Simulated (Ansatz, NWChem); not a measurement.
## C2H4O2 (acetic acid): the vertical ionisation energy from total energies

The species is C2H4O2 (8 atoms), meant as a singlet with charge 0. SMILES: `CC(=O)O`. The coordinates come from a PBE0-D4/def2-TZVP relaxation. This is one conformer, not always the lowest.

Both states at this one shape; open shells run unrestricted unless said. 1 Eh = 27.2114 eV.

```
           level  program  singlet C2H4O2 (Eh)  doublet [C2H4O2]+ (Eh)
r2SCAN/6-311+G**   Ansatz          -229.040945             -228.650768
   wB97X/LANL2DZ   Ansatz          -228.985016             -228.581662
 CAM-B3LYP/MIDI!   NWChem          -227.672256             -227.294088
```

Work out the vertical ionisation energy at each level.


1. r2SCAN/6-311+G**: -228.650768 − (-229.040945) = 0.390177 Eh = 10.62 eV.
2. wB97X/LANL2DZ: -228.581662 − (-228.985016) = 0.403354 Eh = 10.98 eV.
3. CAM-B3LYP/MIDI!: -227.294088 − (-227.672256) = 0.378168 Eh = 10.29 eV.

No measured value is set beside it here; the levels span 10.29 to 10.98 eV.
